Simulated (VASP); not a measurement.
# LiF (Griceite) (Fm-3m) in VASP: settings compared, part 2 of 2

VASP 6.6.1.

### Step 4. Single point, PBE

Contents of INCAR:

```
SYSTEM = LiF
ALGO = Fast
EDIFF = 1E-6
ENCUT = 450
GGA = PE
ISIF = 2
ISMEAR = 0
LASPH = .TRUE.
LCHARG = .FALSE.
LREAL = .FALSE.
LWAVE = .FALSE.
NELM = 60
PREC = Accurate
SIGMA = 0.02
```

Contents of KPOINTS:

```
k-points
0
G
  6 6 6
  0 0 0
```

Contents of POSCAR:

```
LiF
1.0
    0.0000000000      2.0140000000      2.0140000000
    2.0140000000      0.0000000000      2.0140000000
    2.0140000000      2.0140000000      0.0000000000
F Li
1 1
Direct
    0.5000000000      0.5000000000      0.5000000000
    0.0000000000      0.0000000000      0.0000000000
```

Potentials or basis: VASP PAW PBE potentials, release 64 (F_GW, Li_GW).

Command:

```
$ cat potpaw_PBE.64/F_GW/POTCAR potpaw_PBE.64/Li_GW/POTCAR > POTCAR
$ mpirun -np 1 vasp_std > vasp.out
```

OUTCAR:

```text
SYSTEM = LiF
   EDIFF = 1E-6
   ENCUT = 450
   GGA = PE
   ISIF = 2
   ISMEAR = 0
   LASPH = .TRUE.
   LREAL = .FALSE.
   NELM = 60
   PREC = Accurate

 ion  position               nearest neighbor table
   1  0.500  0.500  0.500-   2 2.01   2 2.01   2 2.01   2 2.01   2 2.01   2 2.01
   2  0.000  0.000  0.000-   1 2.01   1 2.01   1 2.01   1 2.01   1 2.01   1 2.01

  LATTYP: Found a face centered cubic cell.
 ALAT       =     4.0280000000

  Lattice vectors:

 A1 = (   0.0000000000,   2.0140000000,   2.0140000000)
 A2 = (   2.0140000000,   0.0000000000,   2.0140000000)
 A3 = (   2.0140000000,   2.0140000000,   0.0000000000)

Analysis of symmetry for initial positions (statically):
=====================================================================
 Subroutine PRICEL returns:
 Original cell was already a primitive cell.

 Routine SETGRP: Setting up the symmetry group for a
 face centered cubic supercell.

 Subroutine GETGRP returns: Found 48 space group operations
 (whereof 48 operations were pure point group operations)
 out of a pool of 48 trial point group operations.

The static configuration has the point symmetry O_h .

Analysis of symmetry for dynamics (positions and initial velocities):
=====================================================================
 Subroutine PRICEL returns:
 Original cell was already a primitive cell.

 Routine SETGRP: Setting up the symmetry group for a
 face centered cubic supercell.

 Subroutine GETGRP returns: Found 48 space group operations
 (whereof 48 operations were pure point group operations)
 out of a pool of 48 trial point group operations.

The dynamic configuration has the point symmetry O_h .

 Subroutine INISYM returns: Found 48 space group operations
 (whereof 48 operations are pure point group operations),
 and found     1 'primitive' translations

----------------------------------------------------------------------------------------

                                     Primitive cell

  volume of cell :      16.3384

  direct lattice vectors                    reciprocal lattice vectors
     0.000000000  2.014000000  2.014000000    -0.248262165  0.248262165  0.248262165
     2.014000000  0.000000000  2.014000000     0.248262165 -0.248262165  0.248262165
     2.014000000  2.014000000  0.000000000     0.248262165  0.248262165 -0.248262165

  length of vectors
     2.848226115  2.848226115  2.848226115     0.430002683  0.430002683  0.430002683

  position of ions in fractional coordinates (direct lattice)
     0.500000000  0.500000000  0.500000000
     0.000000000  0.000000000  0.000000000

  ion indices of the primitive-cell ions
   primitive index   ion index
                 1           1
                 2           2

----------------------------------------------------------------------------------------

 KPOINTS: k-points

Automatic generation of k-mesh.
 Grid dimensions read from file:
 generate k-points for:    6    6    6

 Generating k-lattice:

  Cartesian coordinates                     Fractional coordinates (reciprocal lattice)
    -0.041377027  0.041377027  0.041377027     0.166666667  0.000000000  0.000000000
     0.041377027 -0.041377027  0.041377027     0.000000000  0.166666667  0.000000000
     0.041377027  0.041377027 -0.041377027     0.000000000  0.000000000  0.166666667

  Length of vectors
     0.071667114  0.071667114  0.071667114

  Shift w.r.t. Gamma in fractional coordinates (k-lattice)
     0.000000000  0.000000000  0.000000000

 Subroutine IBZKPT returns following result:
 ===========================================

 Found     16 irreducible k-points:

 Following reciprocal coordinates:
            Coordinates               Weight
  0.000000  0.000000  0.000000      1.000000
  0.166667  0.000000  0.000000      8.000000
  0.333333  0.000000  0.000000      8.000000
  0.500000  0.000000  0.000000      4.000000
  0.166667  0.166667  0.000000      6.000000
  0.333333  0.166667  0.000000     24.000000
[... 8 lines left out ...]
 -0.333333  0.333333  0.166667     24.000000
 -0.333333  0.500000  0.166667     12.000000
   k-points           NKPTS =     16   k-points in BZ     NKDIM =     16   number of bands    NBANDS=      8
   number of dos      NEDOS =    301   number of ions     NIONS =      2
   total plane-waves  NPLWV =   8000
   dimension x,y,z NGX =    20 NGY =   20 NGZ =   20
   dimension x,y,z NGXF=    40 NGYF=   40 NGZF=   40
   ions per type =               1   1
   NGX,Y,Z   is equivalent  to a cutoff of  11.67, 11.67, 11.67 a.u.
   NGXF,Y,Z  is equivalent  to a cutoff of  23.35, 23.35, 23.35 a.u.
 SYSTEM =  LiF
   PREC   = accura    normal or accurate (medium, high low for compatibility)
   ISTART =      0    job   : 0-new  1-cont  2-samecut
   ICHARG =      2    charge: 1-file 2-atom 10-const
   ISPIN  =      1    spin polarized calculation?
   LNONCOLLINEAR =      F non collinear calculations
   LSORBIT =      F    spin-orbit coupling
   LASPH  =      T    aspherical Exc in radial PAW
   ENCUT  =  450.0 eV  33.07 Ry    5.75 a.u.   4.93  4.93  4.93*2*pi/ulx,y,z
   NELM   =     60;   NELMIN=  2; NELMDL= -5     # of ELM steps
   EDIFF  = 0.1E-05   stopping-criterion for ELM
   LREAL  =      F    real-space projection
   EDIFFG = 0.1E-04   stopping-criterion for IOM
   NSW    =      0    number of steps for IOM
   IBRION =     -1    ionic relax: 0-MD 1-quasi-New 2-CG
   NFREE  =      0    steps in history (QN), initial steepest desc. (CG)
   ISIF   =      2    stress and relaxation
   ISYM   =      2    0-nonsym 1-usesym 2-fastsym
   POTIM  = 0.5000    time-step for ionic-motion
   TEBEG  =    0.0;   TEEND  =   0.0 temperature during run
   PSTRESS=    0.0 pullay stress
   NELECT =       8.0000    total number of electrons
   NUPDOWN=      -1.0000    fix difference up-down
   EMIN   =  10.00;   EMAX   =-10.00  energy-range for DOS
   EFERMI =   0.00;   METHOD = LEGACY
   ISMEAR =     0;   SIGMA  =   0.02  broadening in eV -4-tet -1-fermi 0-gaus
   EFERMI_NEDOS =   21; number of points for ismear=-14 and -15
   IALGO  =     68    algorithm
   IMIX   =      4    mixing-type and parameters
     AMIX     =   0.40;   BMIX     =  1.00
     AMIX_MAG =   1.60;   BMIX_MAG =  1.00
  volume/ion in A,a.u.               =       8.17        55.13
  Fermi-wavevector in a.u.,A,eV,Ry     =   1.290334  2.438377 22.653169  1.664961
  Thomas-Fermi vector in A             =   2.422172
   LORBIT       =      0    0 simple, 1 ext, 2 COOP (PROOUT), +10 PAW based schemes
   GGA     = PE    functional components
   LHFCALC =     F    Hartree Fock is set to
   AEXX    =    0.0000 exact exchange contribution
   IVDW    =     0    specifies the selected vdW correction
   LEPSILON=     F    determine dielectric tensor
   LRPA    =     F    only Hartree local field effects (RPA)
 non-spin polarized calculation
 RMM-DIIS sequential band-by-band and
 Gauss-broadening in eV      SIGMA  =   0.02
  energy-cutoff  :      450.00
  volume of cell :       16.34
 maximum number of plane-waves:       366
   NGX =  9   NGY =  9   NGZ =  9

 number of electron       7.9999998 magnetization

 Free energy of the ion-electron system (eV)
  ---------------------------------------------------
  ext. energy  EPLUGINS =         0.00000000
  ---------------------------------------------------
  free energy    TOTEN  =        -9.62593075 eV

  energy without entropy =       -9.62593075  energy(sigma->0) =       -9.62593075

 E-fermi :  -3.1236     XC(G=0):  -9.6469

 val. band max:       -3.2181469159   @ k =   0.0000   0.0000   0.0000
 cond. band min:       5.8445694239   @ k =   0.0000   0.0000   0.0000
 fundamental gap:      9.0627163399
 Fermi energy:        -3.1236351740

 k-point     1 :       0.0000    0.0000    0.0000
  band No.  band energies     occupation
      1     -23.2442      2.00000
      2      -3.2182      2.00000
      3      -3.2181      2.00000
      4      -3.2181      2.00000
      5       5.8446      0.00000
      6      20.7487      0.00000
      7      20.7553      0.00000
      8      20.7913      0.00000
[... 155 lines left out ...]
 k-point    16 :      -0.3333    0.5000    0.1667
  band No.  band energies     occupation
      1     -22.5305      2.00000
      2      -5.7914      2.00000
      3      -4.7854      2.00000
      4      -4.0776      2.00000
      5      11.6777      0.00000
      6      12.2343      0.00000
      7      14.2147      0.00000
      8      16.2555      0.00000

------------------------ aborting loop because EDIFF is reached ----------------------------------------

  FORCE on cell =-STRESS in cart. coord.  units (eV):
  Direction    XX          YY          ZZ          XY          YZ          ZX
  --------------------------------------------------------------------------------------
  -------------------------------------------------------------------------------------
  Total       -1.3952283     -1.3952283     -1.3952283     -0.0000000     -0.0000000      0.0000000
  in kB     -136.8193310   -136.8193310   -136.8193310     -0.0000000     -0.0000000      0.0000000
  external PRESSURE =    -136.8193310 kB  Pullay stress =       0.0000000 kB

 VOLUME and BASIS-vectors are now :
 -----------------------------------------------------------------------------
  energy-cutoff  :      450.00
  volume of cell :       16.34
      direct lattice vectors                 reciprocal lattice vectors
     0.000000000  2.014000000  2.014000000    -0.248262165  0.248262165  0.248262165
     2.014000000  0.000000000  2.014000000     0.248262165 -0.248262165  0.248262165
     2.014000000  2.014000000  0.000000000     0.248262165  0.248262165 -0.248262165

 POSITION                                       TOTAL-FORCE (eV/Angst)
 -----------------------------------------------------------------------------------
      2.01400      2.01400      2.01400        -0.000000     -0.000000     -0.000000
      0.00000      0.00000      0.00000         0.000000      0.000000      0.000000
 -----------------------------------------------------------------------------------
    total drift:                                0.000000      0.000000      0.000000

  FREE ENERGIE OF THE ION-ELECTRON SYSTEM (eV)
  ---------------------------------------------------
  free  energy   TOTEN  =        -9.6259307475 eV

  energy  without entropy=       -9.6259307475  energy(sigma->0) =       -9.62593075
```

Run time: 7.3 s. Hardware: 1 thread of Intel Xeon Platinum 8559C (Emerald Rapids), shared host; peak memory 0.12 GiB.

The run converged, but a check on its numbers failed (symmetry, net force, bounds or a known fault of this set-up), so they aren't taken as properties of the crystal.

Caveat: the k mesh is coarse (spacing up to 0.45 Å⁻¹), so the values aren't converged; the cutoff lies under the usual one of these potentials, so the numbers hold a large basis-set error.

### Step 5. Relaxation of cell and atoms, revPBE+D3

Contents of run.py:

```python
from ase import Atoms
from ase.calculators.vasp import Vasp

atoms = Atoms(
    ['F', 'Li'],
    cell=[[0.0, 2.014, 2.014], [2.014, 0.0, 2.014], [2.014, 2.014, 0.0]],
    scaled_positions=[[0.5, 0.5, 0.5], [0.0, 0.0, 0.0]],
    pbc=True,
)
calc = Vasp(
    directory='calc',
    xc='revpbe',
    pp='PBE',
    setups='recommended',
    prec='Accurate',
    encut=600,
    ediff=1e-06,
    ismear=0,
    sigma=0.01,
    lreal=False,
    lasph=True,
    nelm=100,
    algo='Normal',
    isif=3,
    lwave=False,
    lcharg=False,
    ivdw=11,
    ibrion=2,
    nsw=60,
    ediffg=-0.02,
    kpts=[11, 11, 11],
    gamma=True,
)
atoms.calc = calc

print('energy (eV):', atoms.get_potential_energy())
print('free energy (eV):', atoms.get_potential_energy(force_consistent=True))
print('forces (eV/A):')
print(atoms.get_forces())
print('stress (eV/A^3, Voigt):', atoms.get_stress())
print('Fermi level (eV):', calc.get_fermi_level())
print('cell (A, degrees):', atoms.cell.cellpar())
print('volume (A^3):', atoms.get_volume())
print('scaled positions:')
print(atoms.get_scaled_positions())
```

Potentials or basis: VASP PAW PBE potentials, release 64 (F, Li_sv).

Command:

```
$ python run.py
```

It took 8.1 s on 1 thread of Intel Xeon 6975P-C (Granite Rapids), shared host; peak memory 0.14 GiB.

It converged, with:

| Item | Value |
| --- | --- |
| Free energy | -9.6761 eV |
| Relaxed volume | 7.98 Å³/atom |
| Relaxed cell | a = 2.826 Å, b = 2.826 Å, c = 2.826 Å, α = 60.00°, β = 60.00°, γ = 60.00° |
| Space group after relaxing (to 0.05 Å) | Fm-3m (No. 225) |
| Energy gained by relaxing | 0.7 meV/atom |
| Ionic steps | 3 |
| Pressure after relaxing | 0.2 GPa |
| Band gap on the k mesh | 9.50 eV, direct |
| Dispersion energy per atom | -0.245 eV |

Step by step:
| step | energy change (eV) | largest force (eV/Å) | pressure (GPa) | volume (Å³) |
| --- | --- | --- | --- | --- |
| 1 | 0.0000 | 0.0000 | -1.35 | 16.34 |
| 2 | -0.0010 | 0.0000 | -0.71 | 16.18 |
| 3 | -0.0014 | 0.0000 | 0.18 | 15.95 |

Final structure:
```
CELL_PARAMETERS angstrom
0.00000 1.99802 1.99802
1.99802 0.00000 1.99802
1.99802 1.99802 0.00000
ATOMIC_POSITIONS crystal
F 0.50000 0.50000 0.50000
Li 0.00000 0.00000 0.00000
```

Levels at points of the mesh, in eV from the valence-band top:
```tsv
k point	band 2	band 3	band 4	band 5	band 6	band 7	band 8	band 9
(0.00, 0.00, 0.00)	-20.12	0.00	0.00	0.00	9.50	24.68	24.68	24.68
```

Caveat: the cutoff is under 1.25 times the usual one of these potentials, so pressure, stress and relaxed cells hold a basis-set (Pulay) error; the PAW data sets were made with another functional, which shifts forces and pressure a little; an odd mesh through Γ misses points on the zone boundary, where band edges often lie.

### Step 6. Overview

```csv
task,level,cell,k mesh,cutoff (eV),smearing,grid for exact exchange (PRECFOCK),screening parameter,optimiser,mesh quality,gap on the mesh (eV),pressure (GPa),relaxed volume (Å³/atom)
single point,PBE,as given,11 × 11 × 11,520,gaussian 0.017 eV,-,-,-,not flagged,9.09,-,-
relaxation of cell and atoms,HSE06,relaxed,6 × 6 × 6,600,fermi-dirac 0.05 eV,Fast,0.2 1/A,-,coarse,11.63,0.0,7.99
relaxation of cell and atoms,revPBE+D3,relaxed,11 × 11 × 11,600,gaussian 0.01 eV,-,-,vasp,not flagged,9.50,0.2,7.98
```

Alike in all rows: potentials or basis VASP PAW PBE potentials, release 64 (F, Li_sv); no spin polarisation.

Caveats: some runs use coarse meshes; the cutoff is under 1.25 times the usual one of these potentials, so pressure, stress and relaxed cells hold a basis-set (Pulay) error; an odd mesh through Γ misses points on the zone boundary, where band edges often lie (some runs); the PAW data sets were made with another functional, which shifts forces and pressure a little (some runs).

Absolute energies hang on the potentials; compare differences alone.
